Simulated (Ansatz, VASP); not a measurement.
PtS2 in VASP and in Ansatz

INCAR

```
SYSTEM = PtS2
  ALGO = Normal
  EDIFF = 1E-7
  ENCUT = 520
  GGA = PS
  ISIF = 2
  ISMEAR = 0
  LASPH = .TRUE.
  LCHARG = .TRUE.
  LELF = .TRUE.
  LREAL = .FALSE.
  LVHAR = .TRUE.
  LWAVE = .FALSE.
  NBANDS = 18
  NELM = 60
  PREC = Accurate
  SIGMA = 0.05
```

Contents of KPOINTS:

```
k-points
0
G
  12 12 8
  0 0 0
```

Contents of POSCAR:

```
PtS2
1.0
    3.4324011697      0.0000000000      0.0000000000
   -1.7162005849      2.9725466090      0.0000000000
    0.0000000000      0.0000000000      5.3693565506
Pt S
1 2
Direct
    0.0000000000      0.0000000000      0.0000000000
    0.3333333333      0.6666666667      0.2500000000
    0.6666666667      0.3333333333      0.7500000000
```

Input for Ansatz:

```yaml
crystal:
  lattice:
    - [3.4324011697, 0.0, 0.0]
    - [-1.7162005849, 2.972546609, 0.0]
    - [0.0, 0.0, 5.3693565506]
  atoms:
    - { symbol: Pt, position: [0.0, 0.0, 0.0] }
    - { symbol: S, position: [0.3333333333, 0.6666666667, 0.25] }
    - { symbol: S, position: [0.6666666667, 0.3333333333, 0.75] }
basis:
  ecutwfc: 420
kpoints:
  mp_grid: { grid: [12, 12, 8] }
hamiltonian:
  xc: pbesol
scf:
  occupations: { method: gaussian, width: 0.05 }
output:
  forces: true
  stress: true
  eigenvalues: true
```

Alike in both runs: task single point; functional PBEsol; k mesh 12 × 12 × 8; occupations gaussian, width 0.05 eV; no spin polarisation.

|  | VASP | Ansatz |
| --- | --- | --- |
| version | VASP 6.6.1 | Ansatz 0.2.0 |
| potentials or method | VASP PAW PBE potentials, release 64 (Pt, S) | scalar-relativistic, plane waves, PAW |
| plane-wave cutoff (eV) | 520 | 420 |
| valence electrons in the cell | 22 | 30 |

```csv
,VASP,Ansatz,Ansatz less VASP
gap on the k mesh at the Fermi level (eV),0.71,0.70,-0.006
least direct gap on the mesh (eV),0.88,0.87,-0.005
pressure (GPa),-0.1,0.2,+0.30
largest component of the traceless stress (GPa),6.16,6.24,+0.078
rms of the force components (eV/Å),0.412,0.399,-0.0127
```

Atom by atom the forces differ by 0.013 eV/Å (rms over components). The two sets of potentials don't hold the same shells in valence.

Caveats: the PAW data sets were made with another functional, which shifts forces and pressure a little (VASP); spin-orbit coupling is left out, which moves the levels of the heavy elements; the cell's inner coordinates are idealised or old, which leaves forces on the atoms. A k mesh can miss the band edges.
